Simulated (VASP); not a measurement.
The system is CaF2.

```
Ca F
1.0
     0.00000    2.71204    2.71204
     2.71204    0.00000    2.71204
     2.71204    2.71204    0.00000
Ca F
1 2
Direct
  0.00000 0.00000 0.00000
  0.25000 0.25000 0.25000
  0.75000 0.75000 0.75000
```

Base run:

```yaml
Program: VASP 6.6.1
Functional: r2SCAN
Potentials_or_basis: VASP PAW PBE potentials, release 64 (Ca_sv, F)
Cutoff: 520 eV
k_mesh: 8 × 8 × 8
Occupations: gaussian, width 0.02 eV
Spin: no spin polarisation
```

Its results: band gap on the k mesh 8.07 eV, indirect (least direct gap 8.33 eV); pressure 1.4 GPa.

Problem. The run is repeated on the same cell with these changes: functional from r2SCAN to PBEsol; potentials or basis from VASP PAW PBE potentials, release 64 (Ca_sv, F) to VASP PAW PBE potentials, release 64 (Ca_sv, F_h); cutoff from 520 eV to 900 eV. What comes out?

Solution. Band gap on the k mesh 7.22 eV, indirect (least direct gap 7.48 eV); pressure -0.5 GPa.

Caveats: the PAW data sets were made with another functional, which shifts forces and pressure a little; the cutoff is under 1.25 times the usual one of these potentials, so pressure, stress and relaxed cells hold a basis-set (Pulay) error (some runs).

A k mesh can miss the band edges.
